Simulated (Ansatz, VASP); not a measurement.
# Cross-check of BN (BN(110)) between VASP and Ansatz, part 2 of 3

Aim: how closely do two programs agree when they are given the same cell, functional and k mesh? The structure shown is the end of the VASP relaxation below.

VASP 6.6.1 and Ansatz 0.2.0.

So far: The starting structure; VASP: relaxation, PBE.

### 3. Ansatz: single point, PBE

Level of this step: Ansatz beside VASP: Kohn-Sham DFT, plane waves, PBE (Ansatz).

Ansatz runs on its default PAW (the set named soft_2) files.

The same cell, functional, mesh and smearing now go to Ansatz, which takes its cutoff from its data sets.

Input file input.yaml:

```yaml
crystal:
  lattice:
    - [2.5635603, 0.0, 0.0]
    - [0.0, 3.62542174, 0.0]
    - [0.0, 0.0, 26.2542412]
  atoms:
    - { symbol: B, position: [0.0, 0.04837277, 0.31274902] }
    - { symbol: B, position: [0.5, 0.4988551, 0.35113269] }
    - { symbol: B, position: [0.0, 0.99763051, 0.40267904] }
    - { symbol: B, position: [0.5, 0.49478505, 0.45095645] }
    - { symbol: B, position: [0.0, 0.99531564, 0.5] }
    - { symbol: B, position: [0.5, 0.49478505, 0.54904355] }
    - { symbol: B, position: [0.0, 0.99763051, 0.59732096] }
    - { symbol: B, position: [0.5, 0.4988551, 0.64886731] }
    - { symbol: B, position: [0.0, 0.04837277, 0.68725098] }
    - { symbol: "N", position: [0.0, 0.74164919, 0.35207217] }
    - { symbol: "N", position: [0.5, 0.23178596, 0.30448516] }
    - { symbol: "N", position: [0.0, 0.74490726, 0.45099933] }
    - { symbol: "N", position: [0.5, 0.24677291, 0.40223404] }
    - { symbol: "N", position: [0.0, 0.74490726, 0.54900067] }
    - { symbol: "N", position: [0.5, 0.24516685, 0.5] }
    - { symbol: "N", position: [0.0, 0.74164919, 0.64792783] }
    - { symbol: "N", position: [0.5, 0.24677291, 0.59776596] }
    - { symbol: "N", position: [0.5, 0.23178596, 0.69551484] }
hamiltonian:
  xc: pbe
  pseudopotentials: { kind: paw }
kpoints:
  mp_grid: { grid: [9, 7, 1] }
scf:
  occupations: { method: gaussian, width: 0.03 }
  n_extra_bands: 8
efield:
  axis: 3
  dipole_correction: true
  ramp_width: 0.04
output:
  forces: true
  eigenvalues: true
  write_density: true
  write_potential: true
  elf: true
  volumetric_format: npy
```

Command:

```sh
> ansatz run input.yaml --threads 8 --pin off --max-ram 18432MiB --backend cpu --events-out ev --progress --plain --runs-dir out
```

Numbers of over 12 decimals in the logs are rounded to 6 here.

The program printed:

```text
scf.n_extra_bands = 8 over 36 filled bands (N_el = 72.0): the run solves 44 bands
Engine: ansatz 0.2.0, aarch64-unknown-linux-gnu
Pseudopotentials: kind: paw
Pseudopotential: B, paw, valence charge 3, recommended cutoff 420 eV (normal), B.paw.azcp
Pseudopotential: N, paw, valence charge 5, recommended cutoff 420 eV (normal), N.paw.azcp
Functional definition: PBE
  parameter kappa = 0.804
  parameter beta = 0.066725
  exchange = pbe_x(kappa = kappa, mu = beta*pi^2/3)
  correlation = pbe_c(beta = beta)
Crystal: 18 atoms, lattice volume = 244.007 Å³
Basis set: ecut = 420 eV, 4795 PW (Γ), exchange–correlation on 36×50×360 points (8 copies of the dense FFT grid, shifted against one another)
Bands: 44, of which v1, the nominal top of the filled ones, is band 36 counted from 1 (35 counted from 0)
Symmetry: 2 space group operations
k-points: 20 of 63 (time reversal used)
Non-local potential: B, projectors of the file, l = 0: 2, l = 1: 2, l = 2: 1
Non-local potential: N, projectors of the file, l = 0: 2, l = 1: 2, l = 2: 1
PAW form: soft (Blöchl's): semilocal exchange-correlation on the pseudo side does not see the compensation charge
PAW one-centre angular grid: B, 110 points (default); XC on 64 Gauss nodes
PAW one-centre angular grid: N, 110 points (default); XC on 64 Gauss nodes
Initial density: superposition of atomic densities (neutral atoms: chi_scale 0, normalization atom), corrected by the library's trained network
Initial wavefunctions: pseudopotential atomic-orbital guess
Functional: x = pbe(κ = 0.804, μ = 0.219515), c = pbe(β = 0.066725)
SCF iter   1: F=—  HF=-4877.284888 eV  |F-HF|=—  |Δ(HF+E_count)|=         —  Δρ=5.31e-3  dr2=6.46e-2  ethr=1.77e-3  p=0.000 e·Å  D=5.83e-14 V/Å  ΔV_dip=-0.00 eV  dr2_dipole=1.48e-8  V_vac-E_F(+/−)=5.10/5.10 eV  ⟨swp⟩=18.5  Hψ=7072  notcnv=0  defer=15
efield: sawtooth ramp at fractional position 0.9800 (placed from the atoms, in the widest stretch of the axis that holds none; the zero of the levels goes with the place), width 0.0400; the density the first Hamiltonian is built on has a dipole p = 0.000 e·Å; the dipole correction subtracts the counter field D = 5.83e-14 V/Å, which shifts the + side's vacuum level by -0.00 eV against the − side's; the planar-averaged density in the ramp window peaks in size at 3.2e-6 e/Å³
preconditioner: auto → Resta (q_TF=auto, 2.226 Å⁻¹)  ε∞=2.9  [insulator: Δε(μ)=2.754 eV  Ē_g=14.718 eV  σ=0.030 eV  W_gap=1.00  n_scr=40 (ndim 8)  ℏωp=20.2 eV  f_vac=0.507  D(μ)=0.00/eV (n_scr^D=0)  ε∞_Penn≈2.9  vacuum switching on, ρ_ref=1.6e-2 e/Å³]
SCF iter   2: F=—  HF=-4877.270835 eV  |F-HF|=—  |Δ(HF+E_count)|=   1.41e-2  Δρ=2.07e-3  dr2=6.56e-3  ethr=8.97e-5  p=0.000 e·Å  D=2.54e-5 V/Å  ΔV_dip=-0.00 eV  dr2_dipole=1.05e-8  V_vac-E_F(+/−)=5.22/5.22 eV  ⟨swp⟩=4.2  Hψ=2115  notcnv=0  defer=51
SCF iter   3: F=—  HF=-4877.271135 eV  |F-HF|=—  |Δ(HF+E_count)|=   2.99e-4  Δρ=9.06e-4  dr2=1.43e-3  ethr=9.11e-6  p=0.000 e·Å  D=8.42e-7 V/Å  ΔV_dip=-0.00 eV  dr2_dipole=1.46e-11  V_vac-E_F(+/−)=5.27/5.27 eV  ⟨swp⟩=3.0  Hψ=1675  notcnv=0  defer=51
SCF iter   4: F=—  HF=-4877.271525 eV  |F-HF|=—  |Δ(HF+E_count)|=   3.90e-4  Δρ=1.55e-4  dr2=4.81e-5  ethr=1.98e-6  p=-0.000 e·Å  D=-2.90e-6 V/Å  ΔV_dip=0.00 eV  dr2_dipole=1.73e-10  V_vac-E_F(+/−)=5.31/5.31 eV  ⟨swp⟩=3.4  Hψ=1609  notcnv=0  defer=51
SCF iter   5: F=—  HF=-4877.271452 eV  |F-HF|=—  |Δ(HF+E_count)|=   7.29e-5  Δρ=6.02e-5  dr2=7.42e-6  ethr=6.69e-8  p=0.000 e·Å  D=2.12e-6 V/Å  ΔV_dip=-0.00 eV  dr2_dipole=8.70e-11  V_vac-E_F(+/−)=5.32/5.32 eV  ⟨swp⟩=3.8  Hψ=2187  notcnv=0  defer=51
SCF iter   6: F=—  HF=-4877.271452 eV  |F-HF|=—  |Δ(HF+E_count)|=   3.73e-7  Δρ=1.52e-5  dr2=4.20e-7  ethr=1.03e-8  p=-0.000 e·Å  D=-2.34e-7 V/Å  ΔV_dip=0.00 eV  dr2_dipole=1.10e-12  V_vac-E_F(+/−)=5.32/5.32 eV  ⟨swp⟩=2.0  Hψ=1527  notcnv=0  defer=51
SCF iter   7: F=-4877.271453 eV  HF=-4877.271453 eV  |F-HF|=1.30e-9  |Δ(HF+E_count)|=   2.84e-7  Δρ=3.60e-6  dr2=3.03e-8  ethr=1.39e-10  p=-0.000 e·Å  D=-7.98e-8 V/Å  ΔV_dip=0.00 eV  dr2_dipole=6.32e-14  V_vac-E_F(+/−)=5.32/5.32 eV  ⟨swp⟩=27.0  Hψ=9847  notcnv=0
SCF 1 converged in 7 iterations: F = -4877.271453 eV  dr2 = 3.03e-8
  greatest PAW one-centre occupation: 0.792 electrons in one spin orbital (limit 2), on the N atom at site 17 (counted from 0), in its partial waves of l = 0
WARN: The output density's exchange-correlation potential varies sharply where the density is thin. Do not read a vacuum level from v_tot or v_xc, or from such a field of the output density. On a cell that repeats whose density bears no net charge and no dipole along the vacuum's axis use v_es (v_loc + v_h of the components); under efield.dipole_correction with no amplitude use v_es + v_field, which holds any externa [...]
SCF converged after 7 iterations
Free energy (F): -4877.271453 eV
Harris-Foulkes:  -4877.271453 eV  (|F-HF|=1.30e-9)
Internal energy: -4877.271453 eV  (E = F + TS)
E sigma→0 (E₀):  -4877.271453 eV
Fermi energy:    2.543577 eV
Dipole field:    D = 0.000000 V/Å  (p = 0.000000 e·Å, saw-weighted, corrected)
Work function:   Φ+ = 5.3240 eV   Φ− = 5.3239 eV
Levels:          The Fermi level and band energies are counted from a zero that moves with the ramp; work functions are not
--- Per-component energies (eV) ---
  E_band       = -479.627253
  E_kinetic    = 1655.978840
  E_local      = -71432.575976  (includes V_loc(G=0)·N_el)
  E_nonlocal   = 511.014997
  E_hartree    = 35013.363217
  E_xc         = -836.292033
  E_vxc        = -1039.474903  (∫ρ·V_xc dr)
  E_paw        = -1857.430427  (= ΣΔE_a)
  E_vpaw       = -201.321647  (= ΣTr[D̂ρ^β])
  E_aug_tail   = 0.000913  (compensation charges beyond the density's cutoff)
  E_efield     = 0.000000  (sawtooth field / dipole correction)
  E_vefield    = 0.000000  (∫n·V_field dr)
  E_ewald      = 32068.669018
  E_smearing   = -0.000000  (= −TS)
  E_closure    = 0.000000  (closes the sum)
  Σ components = -4877.271453   (vs F -4877.271453, Δ=0.00e0)
--- Forces (eV/Å), atoms counted from 1 ---
  atom   1  B      0.00000000    -0.01339168     0.04866348
  atom   2  B     -0.00000000    -0.00372938     0.00657930
  atom   3  B     -0.00000000     0.01985755    -0.00784501
  atom   4  B     -0.00000000     0.00172170     0.00716597
  atom   5  B     -0.00000000     0.02374346     0.00000208
  atom   6  B     -0.00000000     0.00172247    -0.00716243
  atom   7  B     -0.00000000     0.01985877     0.00784634
  atom   8  B     -0.00000000    -0.00372879    -0.00658015
  atom   9  B     -0.00000000    -0.01339043    -0.04866363
  atom  10  N     -0.00000000     0.00638699    -0.01338781
  atom  11  N     -0.00000000    -0.02881078     0.03683444
  atom  12  N      0.00000000     0.00669799     0.02358540
  atom  13  N      0.00000000    -0.01123625     0.01870330
  atom  14  N      0.00000000     0.00669778    -0.02359030
  atom  15  N      0.00000000     0.02121056    -0.00000347
  atom  16  N     -0.00000000     0.00638807     0.01339036
  atom  17  N      0.00000000    -0.01123694    -0.01870493
  atom  18  N     -0.00000000    -0.02881352    -0.03683199
  max |Σ_I F_I| component: 5.24e-5 eV/Å
--- Band table (eV; the first three rows and the last of 20) ---
  k-point 0: bands = [... 32 lower, 0.4444, 0.7508, 1.0836, 1.2052, 5.6349, 6.3243, 6.6598, 6.9739, ... 4 higher]
  k-point 1: bands = [... 32 lower, 0.1670, 0.3846, 0.9994, 1.1720, 5.7826, 6.2852, 6.7003, 7.1631, ... 4 higher]
  k-point 2: bands = [... 32 lower, -0.4435, -0.4372, 0.9293, 0.9988, 5.9729, 6.1740, 7.0266, 7.7766, ... 4 higher]
  k-point 19: bands = [... 32 lower, -1.3471, -1.2667, 0.9913, 1.0831, 5.2350, 5.2881, 9.5791, 9.6246, ... 4 higher]
```

The job ended after 9.6 s (8 threads of Arm Neoverse N1, shared host; peak memory 0.77 GiB; 72 s of CPU time).

Reading the cycles: dr2 is the Hartree energy of the density residual (eV), the measure of convergence; HF is the Harris–Foulkes estimate of the energy, which meets the free energy F at convergence.

### 4. Side by side

Known differences besides the potentials themselves: the cutoff is 420 eV in Ansatz and 440 eV in VASP (PREC = Normal, projectors in real space); VASP leaves aspherical gradient terms in its spheres out (LASPH is not set), Ansatz keeps them. Total energies have different zeros and are not compared.

Compared:

```
              quantity  Ansatz   VASP  difference
gap on the k mesh (eV)   2.677  2.662      +0.015
```

At this near-relaxed geometry the largest component of a force difference is 32 meV/Å. A gap on the mesh is an upper bound, since the band edges may lie between its points.

### 5. VASP: band structure, PBE

Levels along a path test the potential and the projectors away from the mesh points.

Input file INCAR:

```
SYSTEM = BN
PREC = Normal
ENCUT = 440
EDIFF = 1E-06
NELM = 120
ISMEAR = 0
SIGMA = 0.03
LREAL = Auto
ALGO = Fast
GGA = PE
NBANDS = 54
LORBIT = 11
LWAVE = .FALSE.
LCHARG = .TRUE.
KPAR = 4
IDIPOL = 3
LDIPOL = .TRUE.
DIPOL = 0.5 0.5 0.5
LVHAR = .TRUE.
LVACPOTAV = .TRUE.
NEDOS = 1500
```

Input file POSCAR:

```
BN
1.0
    2.5635602994      0.0000000000      0.0000000000
    0.0000000000      3.6254217434      0.0000000000
    0.0000000000      0.0000000000     26.2542411977
B N
9 9
Direct
    0.0000000000      0.0483727685      0.3127490177
    0.5000000000      0.4988551026      0.3511326894
    0.0000000000      0.9976305131      0.4026790427
    0.5000000000      0.4947850503      0.4509564470
    0.0000000000      0.9953156419      0.5000000000
    0.5000000000      0.4947850503      0.5490435530
    0.0000000000      0.9976305131      0.5973209573
    0.5000000000      0.4988551026      0.6488673106
    0.0000000000      0.0483727685      0.6872509823
    0.0000000000      0.7416491882      0.3520721715
    0.5000000000      0.2317859648      0.3044851559
    0.0000000000      0.7449072591      0.4509993346
    0.5000000000      0.2467729057      0.4022340379
    0.0000000000      0.7449072591      0.5490006654
    0.5000000000      0.2451668533      0.5000000000
    0.0000000000      0.7416491882      0.6479278285
    0.5000000000      0.2467729057      0.5977659621
    0.5000000000      0.2317859648      0.6955148441
```

Input file KPOINTS:

```
Automatic mesh
0
Gamma
9 7 1
0 0 0
```

Input file KPOINTS_OPT:

```
Line mode
14
Line-mode
Reciprocal
  0.00000000   0.00000000   0.00000000 GAMMA
  0.50000000   0.00000000   0.00000000 X

  0.50000000   0.00000000   0.00000000 X
  0.50000000   0.50000000   0.00000000 S

  0.50000000   0.50000000   0.00000000 S
  0.00000000   0.50000000   0.00000000 Y

  0.00000000   0.50000000   0.00000000 Y
  0.00000000   0.00000000   0.00000000 GAMMA

  0.00000000   0.00000000   0.00000000 GAMMA
  0.50000000   0.50000000   0.00000000 S
```

PAW data sets: B and N (PBE family, release 64).

Command:

```sh
> mpirun -np 4 vasp_std
```

The program printed:

```text
[... set-up lines as in an earlier step ...]
 entering main loop
       N       E                     dE             d eps       ncg     rms          rms(c)
DAV:   1     0.449561656274E+03    0.44956E+03   -0.31957E+04  2168   0.104E+03
DAV:   2    -0.118784427170E+03   -0.56835E+03   -0.54413E+03  2900   0.282E+02
DAV:   3    -0.162935657868E+03   -0.44151E+02   -0.43750E+02  2648   0.822E+01
DAV:   4    -0.164144644334E+03   -0.12090E+01   -0.12069E+01  3128   0.146E+01
[...]
RMM:  22    -0.153848219052E+03   -0.77344E-05   -0.57015E-07  2080   0.282E-03    0.224E-03
RMM:  23    -0.153848224832E+03   -0.57802E-05   -0.12496E-06  2110   0.385E-03    0.961E-04
RMM:  24    -0.153848225555E+03   -0.72312E-06   -0.12596E-07  1916   0.161E-03
 -----------------------------------------------------------------------------
|                                                                             |
|           W    W    AA    RRRRR   N    N  II  N    N   GGGG   !!!           |
|           W    W   A  A   R    R  NN   N  II  NN   N  G    G  !!!           |
[...]
1 F= -.15384823E+03 E0= -.15384823E+03  d E =-.275288E-13
 Start KPOINTS_OPT (optional k-point list driver)
k-point batch [1-20\70]
       N       E                     dE             ncg
DAV:   1    -0.818524300067E+03   -0.35869E+05     2160
DAV:   2    -0.111916481403E+05   -0.10373E+05     2810
DAV:   3    -0.120584328082E+05   -0.86678E+03     2600
DAV:   4    -0.120808081078E+05   -0.22375E+02     2952
DAV:   5    -0.120812383140E+05   -0.43021E+00     2800
DAV:   6    -0.120812514621E+05   -0.13148E-01     2976
DAV:   7    -0.120812519146E+05   -0.45249E-03     2824
DAV:   8    -0.120812519327E+05   -0.18043E-04     2760
DAV:   9    -0.120812519334E+05   -0.75714E-06     1984
[...]
k-point batch [61-70\70]
       N       E                     dE             ncg
DAV:   1     0.558750684298E+03   -0.22457E+05     1080
DAV:   2    -0.457337193469E+04   -0.51321E+04     1464
DAV:   3    -0.496731254363E+04   -0.39394E+03     1320
DAV:   4    -0.497664517484E+04   -0.93326E+01     1496
DAV:   5    -0.497685363556E+04   -0.20846E+00     1416
DAV:   6    -0.497686042715E+04   -0.67916E-02     1480
DAV:   7    -0.497686068259E+04   -0.25543E-03     1408
DAV:   8    -0.497686069306E+04   -0.10474E-04     1416
DAV:   9    -0.497686069349E+04   -0.42689E-06     1088
```

(Part 2 of 3 ends here.)

[Lines on the potential files, build, host, timing and source positions are cut from VASP's logs without a mark.]

[Logs are printed without paths, hosts, clocks, repeated set-up lines and the standing remarks that a program may print on its own settings, such as how far it seeks lower states.]

[Hosts, paths, dates, database ids (printed as entryN), source tags and the programs' standing remarks are cut or masked in the printed files.]
